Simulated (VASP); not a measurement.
Runs of VASP 6.6.1 on MgO. It takes space group Fm-3m (No. 225, cubic). Conventional cell: a = 4.194 Å, b = 4.194 Å, c = 4.194 Å, α = 90.00°, β = 90.00°, γ = 90.00°. Mg (site symmetry m-3m) is surrounded by 6 O at 2.10 Å. O (site symmetry m-3m) has 6 Mg at 2.10 Å as nearest neighbours. The cell is a database's computed one.

```csv
level,gap on the mesh (eV)
r2SCAN,5.74
PBE,4.85
PBEsol,(a)
TB-mBJ,6.90
```

Alike in all rows: task band structure; potentials or basis VASP PAW PBE potentials, release 64 (Mg, O); no spin polarisation; cell as given; k mesh 12 × 12 × 12; cutoff (eV) 520; smearing gaussian 0.02 eV.

Task: Fill in the values left out.

Result: (a) 4.76.

